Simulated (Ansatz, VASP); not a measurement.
**SiC in VASP and in Ansatz**

The input INCAR:

```
SYSTEM = SiC
PREC     = Accurate       ! precision mode
ENCUT    = 520            ! plane-wave cutoff, eV
EDIFF    = 1E-6           ! SCF threshold, eV
ISMEAR   = -1             ! smearing method
SIGMA    = 0.02           ! smearing width, eV
LREAL    = .FALSE.        ! projectors in reciprocal space
LASPH    = .TRUE.         ! aspherical terms in the spheres
NELM     = 100            ! most SCF steps
ALGO     = Normal         ! electronic algorithm
ISIF     = 2              ! what is computed and relaxed
LWAVE    = .FALSE.        ! write WAVECAR
LCHARG   = .FALSE.        ! write CHGCAR
GGA      = PE             ! functional
NBANDS   = 16             ! bands
```

File KPOINTS:

```
regular mesh
0
G
  12 12 6
  0 0 0
```

Contents of POSCAR:

```
SiC
1.0
    3.0753562392      0.0000000000      0.0000000000
   -1.5376781196      2.6633366288      0.0000000000
    0.0000000000      0.0000000000      5.1490702528
Si C
2 2
Direct
    0.3333333333      0.6666666667      0.0003593547
    0.6666666667      0.3333333333      0.5003593547
    0.3333333333      0.6666666667      0.3746406453
    0.6666666667      0.3333333333      0.8746406453
```

Input for Ansatz:

```yaml
crystal:
  lattice:
    - [3.0753562392, 0.0, 0.0]
    - [-1.5376781196, 2.6633366288, 0.0]
    - [0.0, 0.0, 5.1490702528]
  atoms:
    - { symbol: Si, position: [0.3333333333, 0.6666666667, 0.0003593547] }
    - { symbol: Si, position: [0.6666666667, 0.3333333333, 0.5003593547] }
    - { symbol: C, position: [0.3333333333, 0.6666666667, 0.3746406453] }
    - { symbol: C, position: [0.6666666667, 0.3333333333, 0.8746406453] }
kpoints:
  mp_grid: { grid: [12, 12, 6] }
  band_path:
    path:
      - [0.0, 0.0, 0.0]
      - [0.5, 0.0, 0.0]
      - [0.3333333333, 0.3333333333, 0.0]
      - [0.0, 0.0, 0.5]
      - [0.5, 0.0, 0.5]
      - [0.3333333333, 0.3333333333, 0.5]
    npoints: 1
hamiltonian:
  xc: pbe
scf:
  occupations: { method: fermi_dirac, width: 0.02 }
  n_extra_bands: 5
output:
  forces: true
  stress: true
  eigenvalues: true
```

Change from the starting cell: uniaxial_z strain +2.0%.

Alike in both runs: task single point; functional PBE; k mesh 12 × 12 × 6; occupations fermi-dirac, width 0.02 eV; no spin polarisation.

```csv
,VASP,Ansatz
version,VASP 6.6.1,Ansatz 0.2.0
potentials or method,"VASP PAW PBE potentials, release 64 (Si, C)","plane waves, PAW"
plane-wave cutoff (eV),520,420
valence electrons in the cell,16,16
```

VASP gave:

```
gap on the k mesh at the Fermi level (eV)       : 2.18
pressure (GPa)                                  : -0.8
largest component of the traceless stress (GPa) : 6.57
rms of the force components (eV/Å)              : 0.014
```

Problem. Estimate Ansatz's values.

Solution. gap on the k mesh at the Fermi level (eV): 2.18; pressure (GPa): -0.7; largest component of the traceless stress (GPa): 6.55; rms of the force components (eV/Å): 0.014.

Atom by atom the forces differ by 0.000 eV/Å (rms over components).

A k mesh can miss the band edges.
